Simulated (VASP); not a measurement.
Here is a VASP 6.6.1 calculation.

The input INCAR:

```
SYSTEM = BeTe
  ALGO = Normal
  EDIFF = 1E-6
  EDIFFG = -0.01
  ENCUT = 600
  GGA = PS
  IBRION = 2
  ISIF = 3
  ISMEAR = 0
  LASPH = .True.
  LCHARG = .False.
  LREAL = .False.
  LWAVE = .False.
  NELM = 80
  NSW = 90
  PREC = Accurate
  SIGMA = 0.03
```

The input KPOINTS:

```
k-points
0
Gamma
  8 8 8
  0 0 0
```

File POSCAR:

```
BeTe
1.0
    0.0000000000      2.7700000000      2.7700000000
    2.7700000000      0.0000000000      2.7700000000
    2.7700000000      2.7700000000      0.0000000000
Be Te
1 1
Direct
    0.0000000000      0.0000000000      0.0000000000
    0.2500000000      0.2500000000      0.2500000000
```

Potentials or basis: VASP PAW PBE potentials, release 64 (Be, Te).

Launch:

```sh
$ cat potpaw_PBE.64/Be/POTCAR potpaw_PBE.64/Te/POTCAR > POTCAR
$ mpirun -np 1 vasp_std > vasp.out
```

Q: Estimate the space group after relaxing (to 0.05 Å).

A: F-43m (No. 216).

Q: Predict the relaxed cell.

A: a = 3.968 Å, b = 3.968 Å, c = 3.968 Å, α = 60.00°, β = 60.00°, γ = 60.00°.

The path:
| step | energy change (eV) | largest force (eV/Å) | pressure (GPa) | volume (Å³) |
| --- | --- | --- | --- | --- |
| 1 | 0.0000 | 0.0000 | 2.54 | 42.51 |
| 2 | -0.0122 | 0.0000 | -0.55 | 44.61 |
| 3 | -0.0129 | 0.0000 | 0.00 | 44.19 |

Caveat: the PAW data sets were made with another functional, which shifts forces and pressure a little. Zero-point motion and thermal expansion aren't in these numbers.
